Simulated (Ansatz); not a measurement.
**InP: convergence with LAPW's basis error target**

An exercise on one series of results from a longer session: the logs are not shown, and one member is left open.

Computed with Ansatz 0.2.0 (DFT, PBE, all-electron LAPW, scalar-relativistic, unless a step's input says otherwise).

### The starting structure

The structure is cubic, space group Fm-3m (No. 225). The conventional cell has a = 5.710 Å, b = 5.710 Å, c = 5.710 Å, α = 90.00°, β = 90.00°, γ = 90.00°. Around In (site symmetry m-3m) lie 6 P at 2.85 Å. Around P (site symmetry m-3m) lie 6 In at 2.85 Å.

As a file:

```
In P
1.0
     0.00000    2.85500    2.85500
     2.85500    0.00000    2.85500
     2.85500    2.85500    0.00000
In P
1 1
Direct
  0.00000 0.00000 0.00000
  0.50000 0.50000 0.50000
```

The geometry is a database entry used as it stands. It may stem from high pressure or temperature, or be incomplete, so it serves as a test cell.

Atoms are numbered in the order of the input: In1, P2.

The first run:

input.yaml

```yaml
crystal:
  lattice:
    - [0.0, 2.855, 2.855]
    - [2.855, 0.0, 2.855]
    - [2.855, 2.855, 0.0]
  atoms:
    - { symbol: In, position: [0.0, 0.0, 0.0] }
    - { symbol: P, position: [0.5, 0.5, 0.5] }
kpoints:
  mp_grid: { grid: [11, 11, 11] }
scf:
  occupations: { method: fermi_dirac, width: 0.05 }
hamiltonian:
  xc: pbe
  pseudopotentials: { kind: all_electron, lapw: { basis_error: 0.03 } }
output:
  forces: true
  stress: true
  eigenvalues: true
```

Among the steps run: With basis error target 0.03 eV/atom; With basis error target 0.01 eV/atom; With basis error target 0.003 eV/atom; With basis error target 0.0001 eV/atom.

One of the session's tables, all rows but one given; the rest of the session is left out.

```
basis error target (eV/atom)  pressure (GPa)
                        0.03           -5.30
                        0.01               ?
                       0.003           -5.34
                      0.0001           -5.34
```

Estimate the missing values for basis error target (eV/atom) = 0.01.

Worked estimate for «pressure (GPa)». A straight line through the neighbours (0.03, -5.30) and (0.003, -5.34) gives -5.30 + (-5.34 + 5.30) × (0.01 − 0.03) / (0.003 − 0.03) = -5.33; a parabola fitted to 3 rows on both sides gives -5.34.

**Answer.** pressure (GPa): -5.33. In «pressure (GPa)» the line misses by 0.00 and the parabola by -0.01.

Energies are those extrapolated to zero smearing.
